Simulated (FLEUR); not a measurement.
**Ni (c factor at fixed volume 0.94 on the database's cell): anisotropy by force theorems**

Wanted: anisotropy for Ni (c factor at fixed volume 0.94 on the database's cell), with the cost of each step.

Program: FLEUR MaX-R8.1. Level of theory: PBE; all-electron FLAPW, Dirac cores, scalar-relativistic bands. Results are calculated unless marked as measured.

This is not the structure that Ni takes at ambient pressure and room temperature (fcc); it is a model or a phase of other conditions.

## Step 1: Set-up

It takes space group I4/mmm (No. 139, tetragonal). Conventional cell: a = 2.570 Å, b = 2.570 Å, c = 3.312 Å, α = 90.00°, β = 90.00°, γ = 90.00°. Ni has 12 Ni at 2.46 to 2.57 Å nearest.

As a file:

```cif
data_structure
_symmetry_space_group_name_H-M 'I4/mmm'
_symmetry_Int_Tables_number 139
_cell_length_a 2.5700
_cell_length_b 2.5700
_cell_length_c 3.3124
_cell_angle_alpha 90.000
_cell_angle_beta 90.000
_cell_angle_gamma 90.000
_cell_volume 21.88
loop_
_atom_site_label
_atom_site_type_symbol
_atom_site_symmetry_multiplicity
_atom_site_Wyckoff_symbol
_atom_site_fract_x
_atom_site_fract_y
_atom_site_fract_z
_atom_site_occupancy
Ni1 Ni 2 a 0.00000 0.00000 0.00000 1
```

The cell is strained on purpose: c factor at fixed volume 0.94 on the database's cell.

## Step 2: Reference state

The force theorems are single passes in this state's potential, so it has to be converged first.

No symmetry is used, so that later steps may turn the spins freely; k and −k are joined. inpgen writes inp.xml from crystal.txt; cutoffs, mixing, functional, smearing and local orbitals are then set in the file. The k list scf (kpts.xml, not shown) is a Γ-centred 14×14×14 mesh; where the ranks do not divide the number of points, some are split in two of half the weight.

Input file inp.xml:

```
<?xml version="1.0" encoding="UTF-8" standalone="no"?>
<fleurInput fleurInputVersion="0.39">
   <comment>
      Ni
   </comment>
   <calculationSetup>
      <cutoffs Kmax="3.61" Gmax="10.8" GmaxXC="10.8" numbands="0"/>
      <scfLoop itmax="110" minDistance="0.00002" maxIterBroyd="15" imix="Anderson" alpha="0.05" precondParam="0.0" spinf="2.0" sdNocoIR="T"/>
      <coreElectrons ctail="F" frcor="F" kcrel="0" coretail_lmax="0"/>
      <xcFunctional name="pbe" relativisticCorrections="F"/>
      <magnetism jspins="2" l_noco="F" l_ss="F">
         <qss>0.0 0.0 0.0</qss>
         <mtNocoParams l_mperp="F" l_mtNocoPot="F" l_relaxSQA="F" mag_mixing_scheme="0" mix_RelaxWeightOffD="1.0" l_constrained="F" mix_constr="1.0"/>
         <sourceFreeMag l_sourceFree="F" l_scaleMag="F" mag_scale="1.0"/>
      </magnetism>
      <soc l_soc="F" theta="0.0" phi="0.0" spav="F"/>
      <expertModes spex="0" secvar="F"/>
      <geometryOptimization l_f="F" forcealpha="1.0" forcemix="BFGS" epsdisp="0.00001" epsforce="0.00001"/>
      <ldaU l_linMix="F" mixParam="0.05" spinf="1.0"/>
   </calculationSetup>
   <cell>
      <bzIntegration valenceElectrons="18.0" mode="hist" fermiSmearingEnergy="0.00183747">
         <kPointListSelection listName="scf"/>
         <xi:include xmlns:xi="http://www.w3.org/2001/XInclude" href="kpts.xml"> </xi:include>
      </bzIntegration>
      <xi:include xmlns:xi="http://www.w3.org/2001/XInclude" href="sym.xml"> </xi:include>
      <bulkLattice scale="1.0">
         <bravaisMatrix>
            <row-1>    0.0000000000000000     3.4341939761051696     3.1298001233862749</row-1>
            <row-2>    3.4341939761051696     0.0000000000000000     3.1298001233862749</row-2>
            <row-3>    3.4341939761051696     3.4341939761051696     0.0000000000000000</row-3>
         </bravaisMatrix>
      </bulkLattice>
   </cell>
   <atomSpecies>
      <species name="Nickel (Ni1.000" element="Ni" atomicNumber="28">
         <mtSphere radius="2.27" gridPoints="751" logIncrement="0.016"/>
         <atomicCutoffs lmax="8" lnonsphr="6"/>
         <electronConfig flipSpins="F">
            <coreConfig>(1s1/2) (2s1/2) (2p1/2) (2p3/2)</coreConfig>
            <valenceConfig>(3s1/2) (3p1/2) (3p3/2) (4s1/2) (3d3/2) (3d5/2)</valenceConfig>
            <stateOccupation state="(3d3/2)" spinUp="1.6" spinDown="1.6"/>
            <stateOccupation state="(3d5/2)" spinUp="2.9" spinDown="1.9"/>
         </electronConfig>
         <energyParameters s="4" p="4" d="3" f="4"/>
         <lo type="SCLO" l="0" n="3" eDeriv="0"/>
         <lo type="SCLO" l="1" n="3" eDeriv="0"/>
      </species>
   </atomSpecies>
   <atomGroups>
      <atomGroup species="Nickel (Ni1.000">
         <relPos label="                   1">.0000000000 .0000000000 .0000000000</relPos>
         <force calculate="T" relaxXYZ="TTT"/>
         <nocoParams  alpha="0.0" beta="0.0"/>
      </atomGroup>
   </atomGroups>
   <output dos="F" band="F" slice="F">
      <bandDOS minEnergy="-.5*Htr" maxEnergy="0.5*Htr" sigma="0.015" storeEVData="T"/>
      <plotting iplot="0" polar="F">
         <plot TwoD="T" vec1="  1.0  0.0  0.0" vec2="  0.0  1.0  0.0" vec3="  0.0  0.0  1.0" zero="  0.0  0.0  0.0" file="plot"/>
      </plotting>
      <moessbauerParams electricFieldGradient="F" isomerShift="F" coreHyperfine="F" valenceHyperfine="F"/>
   </output>
</fleurInput>
```

Input file crystal.txt:

```
Ni
&input film=F cartesian=F /
0.00000000000  1.81729719000  1.65621890000
1.81729719000  0.00000000000  1.65621890000
1.81729719000  1.81729719000  0.00000000000
1.8897261246
1.0 1.0 1.0

1
28 0.00000000000  0.00000000000  0.00000000000 : 1.000

&kpt div1=14 div2=14 div3=14 gamma=T /
```

Command:

```sh
$ OMP_NUM_THREADS=1 inpgen -f crystal.txt -nosym -noco > inpgen.log  # inp.xml is then edited as shown
$ OMP_NUM_THREADS=1 mpirun -n 4 fleur_MPI > fleur.log
```

What it wrote:

```text
Welcome to FLEUR        (www.flapw.de)
      MaX-Release 8.1          (www.max-centre.eu)

 ========== k-point set info ==========
 Selected k-point list: scf
 k-point list type: mesh
 0 x 0 x 0
 Number of k points: 1376

 ------------Calculation Setup---------------------------
 Number of MPI-tasks      :            4
 Number of PE/node        :            4
 Number of OMP-threads    :            1
 k-points in parallel     :            4
 pe's per k-point         :            1
 No of k-point loops      :          344
 Eigenvalue solver        :       lapack
 Number of basis functions:           70
 Approximate size of matrices (H+S) per k-point:         0.000 GB
 --------------------------------------------------------
 Complex matrix made real
 Complex matrix made real
 Iteration:     1   Distance:       8.98354383 me/bohr^3
 Iteration:     2   Distance:       8.58606967 me/bohr^3
 Iteration:     3   Distance:       5.58669485 me/bohr^3
 Iteration:     4   Distance:       1.80521214 me/bohr^3
 Iteration:     5   Distance:       1.82510334 me/bohr^3
 Iteration:     6   Distance:       0.53988222 me/bohr^3
 Iteration:     7   Distance:       0.69751264 me/bohr^3
 Iteration:     8   Distance:       0.21145536 me/bohr^3
 Iteration:     9   Distance:       0.21302594 me/bohr^3
 Iteration:    10   Distance:       0.10046855 me/bohr^3
 Iteration:    11   Distance:       0.04913970 me/bohr^3
 Iteration:    12   Distance:       0.03695526 me/bohr^3
 Iteration:    13   Distance:       0.00896270 me/bohr^3
 Iteration:    14   Distance:       0.00466271 me/bohr^3
 Iteration:    15   Distance:       0.00334407 me/bohr^3
 Iteration:    16   Distance:       0.00324786 me/bohr^3
 Iteration:    17   Distance:       0.00103458 me/bohr^3
 Iteration:    18   Distance:       0.00021857 me/bohr^3
 Iteration:    19   Distance:       0.00007358 me/bohr^3
 Iteration:    20   Distance:       0.00006670 me/bohr^3
 Iteration:    21   Distance:       0.00002265 me/bohr^3
 Iteration:    22   Distance:       0.00000453 me/bohr^3

 ********************************************************************
 Run finished successfully
 Stop message:
   all done
 ********************************************************************

--- out.xml (last complete iteration) ---
<iteration numberForCurrentRun="   22" overallNumber="   22">
         <energyParameters units="Htr">
            <atomicEP atomType="1" spin="1" branch="4s" branchLowest="-3.48" branchHighest="1.70" value="0.1791827122"/>
            <atomicEP atomType="1" spin="1" branch="4p" branchLowest="-2.02" branchHighest="2.31" value="0.3215680453"/>
            <atomicEP atomType="1" spin="1" branch="3d" branchLowest="-9.99" branchHighest="0.34" value="0.2414501708"/>
            <atomicEP atomType="1" spin="1" branch="4f" branchLowest="-9.99" branchHighest="3.68" value="0.6428932070"/>
            <loAtomicEP atomType="1" spin="1" branch="3s" branchLowest="-35.47" branchHighest="-3.48" value="-3.4887052010"/>
            <loAtomicEP atomType="1" spin="1" branch="3p" branchLowest="-30.43" branchHighest="-2.02" value="-2.0333729492"/>
            <atomicEP atomType="1" spin="2" branch="4s" branchLowest="-3.45" branchHighest="1.72" value="0.1727598664"/>
            <atomicEP atomType="1" spin="2" branch="4p" branchLowest="-1.99" branchHighest="2.33" value="0.3127386881"/>
            <atomicEP atomType="1" spin="2" branch="3d" branchLowest="-9.99" branchHighest="0.37" value="0.2627903934"/>
            <atomicEP atomType="1" spin="2" branch="4f" branchLowest="-9.99" branchHighest="3.69" value="0.6324586677"/>
            <loAtomicEP atomType="1" spin="2" branch="3s" branchLowest="-35.46" branchHighest="-3.45" value="-3.4587288210"/>
            <loAtomicEP atomType="1" spin="2" branch="3p" branchLowest="-30.42" branchHighest="-1.99" value="-2.0042078392"/>
         </energyParameters>
         <bandgap value="0.0000000002" units="eV"/>
         <sumValenceSingleParticleEnergies value="-16.7001582280" units="Htr"/>
         <FermiEnergy value="0.3196178105" units="Htr"/>
         <valenceDensity>
            <mtCharges spin="1">
               <mtCharge atomType="1" total="8.8561823" s="1.2123996" p="3.1859860" d="4.4406455" f="0.0129357"/>
            </mtCharges>
            <mtCharges spin="2">
               <mtCharge atomType="1" total="8.2127370" s="1.2165058" p="3.2053140" d="3.7731289" f="0.0136706"/>
            </mtCharges>
            <spinDependentCharge spin="1" total="9.3065195" interstitial="0.4503372" mtSpheres="8.8561823"/>
            <spinDependentCharge spin="2" total="8.6934805" interstitial="0.4807435" mtSpheres="8.2127370"/>
            <totalCharge value="18.0000000000"/>
         </valenceDensity>
         <coreStates atomType="     1" atomicNumber=" 28" spin="1" kinEnergy="    677.1770541154" eigValSum="   -427.8963034898" lostElectrons=" 0.000000">
            <state n="1" l="0" j="0.5" energy="-301.1219234842" weight="1.0000000000"/>
            <state n="2" l="0" j="0.5" energy="-35.4721649564" weight="1.0000000000"/>
            <state n="2" l="1" j="0.5" energy="-30.8623343922" weight="1.0000000000"/>
            <state n="2" l="1" j="1.5" energy="-30.2199403285" weight="2.0000000000"/>
         </coreStates>
         <coreStates atomType="     1" atomicNumber=" 28" spin="2" kinEnergy="    677.3245547757" eigValSum="   -427.8475487048" lostElectrons=" 0.000000">
            <state n="1" l="0" j="0.5" energy="-301.1220322276" weight="1.0000000000"/>
            <state n="2" l="0" j="0.5" energy="-35.4571289463" weight="1.0000000000"/>
            <state n="2" l="1" j="0.5" energy="-30.8513071954" weight="1.0000000000"/>
            <state n="2" l="1" j="1.5" energy="-30.2085401677" weight="2.0000000000"/>
         </coreStates>
         <allElectronCharges>
            <spinDependentCharge spin="1" total="14.3065195" interstitial="0.4503372" mtSpheres="13.8561823"/>
            <spinDependentCharge spin="2" total="13.6934805" interstitial="0.4807435" mtSpheres="13.2127370"/>
            <totalCharge value="28.0000000002"/>
         </allElectronCharges>
         <magneticMomentsInMTSpheres units="muBohr">
            <globalMagMoment atomType="1" vec="0.00000   0.00000   0.64345"/>
            <localMagMoment atomType="1" vec="0.00000   0.00000   0.64345"/>
         </magneticMomentsInMTSpheres>
         <moessbauerParams unitsHFF="kG" unitsIS="e/bohr^3" unitsEFG="Htr/bohr^2">
         </moessbauerParams>
         <totalEnergy value="    -1520.8297763735" units="Htr">
            <sumOfEigenvalues value="     -872.4440104227">
               <coreElectrons value="-855.7438521947"/>
               <valenceElectrons value="-16.7001582280"/>
            </sumOfEigenvalues>
            <densityCoulombPotentialIntegral value="-2334.9078532269"/>
            <densityEffectivePotentialIntegral value="-2417.5240904786"/>
            <chargeDenXCDenIntegral value="-63.5959356145"/>
            <FockExchangeEnergyValence value="0.0000000000"/>
            <FockExchangeEnergyCore value="0.0000000000"/>
            <atomTypeDependentContributions atomType="1">
               <electronNucleiInteractionDifferentMTs value="1824.7517846579"/>
               <MadelungTerm value="-10.1082095435"/>
            </atomTypeDependentContributions>
            <tkbTimesEntropy value="0.0005647457"/>
            <freeEnergy value="-1520.8303411192"/>
            <extrapolationTo0K value="-1520.8300587463"/>
         </totalEnergy>
         <densityConvergence units="me/bohr^3">
            <chargeDensity spin="1" distance="0.0000036524"/>
            <chargeDensity spin="2" distance="0.0000025041"/>
            <overallChargeDensity distance="0.0000043287"/>
            <spinDensity distance="0.0000045259"/>
         </densityConvergence>
      </iteration>
```

Run time: 77 s. Hardware: 4 MPI ranks of Arm Neoverse V2, shared host; peak memory 0.35 GiB; 5.1 min of CPU time.

Numbers from this step:

```
free energy                                                       : -41383.9018 eV
program's band gap on this mesh (in a metal only a level spacing) : 2.00e-10 eV
magnetization                                                     : 0.613 μB
final state                                                       : ferromagnetic
largest moment                                                    : 0.6434 μB
```

After 22 cycles the largest moment stands at 0.643 μB.

## Step 3: Anisotropy by the force theorem, rung 1

Anisotropy is a small difference, so it is taken from sums over occupied states at a frozen potential, where most errors cancel.

One pass with spin–orbit coupling for each direction, from the saved density. Inversion lets half of the mesh serve, which the program's warning doesn't know. The k list mae (kpts.xml, not shown) is a Γ-centred 19×19×19 mesh.

Edit inp.xml of step 2 so:

```diff
@@ -6,4 +6,4 @@
    <calculationSetup>
-      <cutoffs Kmax="3.61" Gmax="10.8" GmaxXC="10.8" numbands="0"/>
-      <scfLoop itmax="110" minDistance="0.00002" maxIterBroyd="15" imix="Anderson" alpha="0.05" precondParam="0.0" spinf="2.0" sdNocoIR="T"/>
+      <cutoffs Kmax="3.61" Gmax="10.8" GmaxXC="10.8" numbands="38"/>
+      <scfLoop itmax="1" minDistance="0.00002" maxIterBroyd="15" imix="Anderson" alpha="0.05" precondParam="0.0" spinf="2.0" sdNocoIR="T"/>
       <coreElectrons ctail="F" frcor="F" kcrel="0" coretail_lmax="0"/>
@@ -15,3 +15,3 @@
       </magnetism>
-      <soc l_soc="F" theta="0.0" phi="0.0" spav="F"/>
+      <soc l_soc="T" theta="0.0" phi="0.0" spav="F"/>
       <expertModes spex="0" secvar="F"/>
@@ -22,3 +22,3 @@
       <bzIntegration valenceElectrons="18.0" mode="hist" fermiSmearingEnergy="0.00183747">
-         <kPointListSelection listName="scf"/>
+         <kPointListSelection listName="mae"/>
          <xi:include xmlns:xi="http://www.w3.org/2001/XInclude" href="kpts.xml"> </xi:include>
@@ -63,2 +63,5 @@
    </output>
+   <forceTheorem>
+      <MAE theta="0.0 1.5707963 1.5707963 0.7853982" phi="0.0 -0.7853982 0.0 -0.7853982"/>
+   </forceTheorem>
 </fleurInput>
```

Command:

```sh
$ OMP_NUM_THREADS=1 mpirun -n 4 fleur_MPI -warn_only > fleur.log
```

What it wrote:

```text
[banner, memory and clock lines left out]
Welcome to FLEUR        (www.flapw.de)
      MaX-Release 8.1          (www.max-centre.eu)
************FLEUR-Warning*****************
Error message: k-point set is not compatible to missing time-reversal symmetry in calculation.
Error occurred in subroutine: gen_bz
Error from PE:0/4
*****************************************

 ========== k-point set info ==========
 Selected k-point list: mae
 k-point list type: mesh
 0 x 0 x 0
 Number of k points: 3432

 [... set-up left out ...]
 ********************************************************************
 Run finished successfully
 Stop message:
   Forcetheorem MAE
 ********************************************************************

--- out.xml (force theorem) ---
<Forcetheorem_MAE Angles="4" units="Htr">
            <Angle theta="0.0000000" phi="0.0000000" ev-sum="-16.701140841"/>
            <Angle theta="1.5707963" phi="-0.7853982" ev-sum="-16.701134775"/>
            <Angle theta="1.5707963" phi="0.0000000" ev-sum="-16.701134751"/>
            <Angle theta="0.7853982" phi="-0.7853982" ev-sum="-16.701137850"/>
         </Forcetheorem_MAE>
```

Run time: 43 s. Hardware: 4 MPI ranks; peak memory 0.84 GiB; 2.8 min of CPU time.

Anisotropy energies, by row:

```
                              axis       x        y       z  band energy less the first axis' (meV a cell)
                             [001]       0        0       1                                              0
                             [100]  0.7071  -0.7071       0                                         0.1651
                             [110]       1        0       0                                         0.1657
45 degrees from [001] toward [100]     0.5     -0.5  0.7071                                        0.08139
```

Indices are those of the standard conventional cell; x, y, z give the same directions in the axes of the input.

## Step 4: Anisotropy by the force theorem, rung 2

A second rung shows how far the first can be trusted.

The k list mae (kpts.xml, not shown) is a Γ-centred 27×27×27 mesh.

inp.xml is that of step 3.

What it wrote:

```text
[banner, memory and clock lines left out]
Welcome to FLEUR        (www.flapw.de)
      MaX-Release 8.1          (www.max-centre.eu)
************FLEUR-Warning*****************
Error message: k-point set is not compatible to missing time-reversal symmetry in calculation.
Error occurred in subroutine: gen_bz
Error from PE:0/4
*****************************************

 ========== k-point set info ==========
 Selected k-point list: mae
 k-point list type: mesh
 0 x 0 x 0
 Number of k points: 9844

 [... set-up left out ...]
 ********************************************************************
 Run finished successfully
 Stop message:
   Forcetheorem MAE
 ********************************************************************

--- out.xml (force theorem) ---
<Forcetheorem_MAE Angles="4" units="Htr">
            <Angle theta="0.0000000" phi="0.0000000" ev-sum="-16.701157282"/>
            <Angle theta="1.5707963" phi="-0.7853982" ev-sum="-16.701152830"/>
            <Angle theta="1.5707963" phi="0.0000000" ev-sum="-16.701152826"/>
            <Angle theta="0.7853982" phi="-0.7853982" ev-sum="-16.701155082"/>
         </Forcetheorem_MAE>
```

It took 2 min on 4 MPI ranks; peak memory 2.1 GiB; 7.9 min of CPU time.

Anisotropy energies, by row:

```
                              axis       x        y       z  band energy less the first axis' (meV a cell)
                             [001]       0        0       1                                              0
                             [100]  0.7071  -0.7071       0                                         0.1211
                             [110]       1        0       0                                         0.1213
45 degrees from [001] toward [100]     0.5     -0.5  0.7071                                        0.05987
```

(Part 1 of 2 ends here.)

[Logs and program files are shortened in this print: banners, set-up blocks, solver, clock and traceback lines can be left out without a mark of their own.]

[Logs are printed without paths, hosts, clocks, repeated set-up lines and the standing remarks that a program may print on its own settings, such as how far it seeks lower states.]

[Hosts, paths, dates, database ids (printed as entryN), source tags and the programs' standing remarks are cut or masked in the printed files.]

[Where a cell is said to come from a database of computed structures, the database is the Materials Project.]
